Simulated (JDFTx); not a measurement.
ZnS (Wurtzite-2H) under changes of volume

One of the cells (19.603 Å³/atom); the others are scaled copies at fixed shape and fractional positions:

```
Zn S
1.0
     3.81100    0.00000    0.00000
    -1.90550    3.30042    0.00000
     0.00000    0.00000    6.23400
Zn S
2 2
Cartesian
  1.9055 1.1001 3.1170
  0.0000 2.2003 0.0000
  1.9055 1.1001 5.5171
  0.0000 2.2003 2.4001
```

```yaml
Program: JDFTx 1.7.0 (patched build)
Functional: PBEsol
Potentials_or_basis: PseudoDojo-SR-PBEsol-0.4.1-standard with smoothed tails
Cutoff: 1143 eV
Density_cutoff: 9143 eV
k_mesh: 8 × 8 × 5
Occupations: fermi-dirac, width 0.05 eV
Spin: no spin polarisation
```

| volume (Å³/atom) | energy over the lowest point (meV/atom) | pressure (GPa) | gap on the mesh (eV) | largest force (eV/Å) |
| --- | --- | --- | --- | --- |
| 18.427 | 9.44 | 3.8 | 2.40 | 0.386 |
| 18.819 | 2.51 | 1.9 | 2.30 | 0.357 |
| 19.211 | 0.00 | 0.2 | 2.21 | 0.331 |
| 19.603 | ? | ? | ? | ? |
| 19.995 | 6.44 | -2.7 | 2.02 | 0.283 |
| 20.387 | 14.59 | -3.9 | 1.93 | 0.261 |
| 20.779 | 25.57 | -5.0 | 1.85 | 0.241 |

**Question.** What does the run at 19.603 Å³/atom give?

**Answer.** Energy over the lowest point 1.45 meV/atom; pressure -1.3 GPa; gap on the mesh 2.11 eV; largest force 0.306 eV/Å.

Worked out: A Birch-Murnaghan fit of order 3 (a polynomial in V^(-2/3)) to the other rows has its minimum at 19.26 Å³/atom with B0 = V·E''(V) = 78 GPa and B' = 4.5 at fixed shape and positions, which overstates the stiffness. It gives 1.45 meV/atom at 19.603 Å³/atom, against the run's 1.45, and -dE/dV = -1.3 GPa, against -1.3. A straight line through the other rows of the gap, of slope -4.6 eV per unit of ln V (its deformation potential), gives 2.11 eV, against the run's 2.11.

Energies are extrapolated to zero smearing.
